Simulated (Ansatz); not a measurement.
Runs of Ansatz 0.2.0 on W. The structure is cubic, space group Im-3m (No. 229). The conventional cell has a = 3.165 Å, b = 3.165 Å, c = 3.165 Å, α = 90.00°, β = 90.00°, γ = 90.00°. W (site symmetry m-3m) is surrounded by 8 W at 2.74 Å. 

| level | cutoff (eV) | gap on the mesh (eV) | pressure (GPa) | relaxed volume (Å³/atom) |
| --- | --- | --- | --- | --- |
| LDA | 420 | none | 0.0 | 15.40 |
| BLYP | 420 | none | 0.0 | (b) |
| PBEsol | 420 | none | 0.0 | (a) |
| RPBE | 420 | none | 0.0 | 16.35 |
| r2SCAN+rVV10 | 500 | none | 0.0 | 15.81 |
| revPBE | 420 | none | 0.0 | 16.29 |

Alike in all rows: task relaxation of cell and atoms; potentials or basis Ansatz PAW; no spin polarisation; cell relaxed; k mesh 12 × 12 × 12; smearing fermi-dirac 0.05 eV.

Q: Fill in the values left out.

A: (a) 15.69; (b) 16.68.

Caveats: the plane-wave basis is chosen anew once the cell has moved, so the energies of steps on either side of that aren't comparable; the PAW data sets come from PBE, with cores solved anew for the run's functional, which leaves a small shift of forces and pressure.

A k mesh can miss the band edges, and the runs leave out spin-orbit coupling on W.

A gap of «none» marks a metal or a gap under the smearing width.

Runs at the PBE level aren't shown here.
